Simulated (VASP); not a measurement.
Crystal: BAs.

```xyz
2
Lattice="0.0000 2.3885 2.3885 2.3885 0.0000 2.3885 2.3885 2.3885 0.0000" Properties=species:S:1:pos:R:3 pbc="T T T"
B     0.0000    0.0000    0.0000
As    1.1943    1.1943    1.1943
```

* Program: VASP 6.6.1
* Task: relaxation of cell and atoms
* Functional: PBE
* Potentials or basis: VASP PAW PBE potentials, release 64 (B, As)
* Cutoff: 600 eV
* k mesh: 10 × 10 × 10
* Occupations: gaussian, width 0.03 eV
* Spin: no spin polarisation

At the start: pressure 3.4 GPa; volume 13.63 Å³/atom.

**Question.** How do energy, volume and symmetry change on relaxing?

**Answer.** Over 3 steps the energy falls by 3.5 meV/atom and the volume is 13.97 Å³/atom (+2.5 %); space group F-43m (No. 216, to 0.05 Å).

The path:
| step | energy change (eV) | largest force (eV/Å) | pressure (GPa) | volume (Å³) |
| --- | --- | --- | --- | --- |
| 1 | 0.0000 | 0.0000 | 3.42 | 27.25 |
| 2 | -0.0037 | 0.0000 | -2.18 | 28.42 |
| 3 | -0.0071 | 0.0000 | 0.01 | 27.93 |

Final structure:
```
B As
1.0
     0.00000    2.40817    2.40817
     2.40817    0.00000    2.40817
     2.40817    2.40817    0.00000
B As
1 1
Direct
  0.00000 0.00000 0.00000
  0.25000 0.25000 0.25000
```
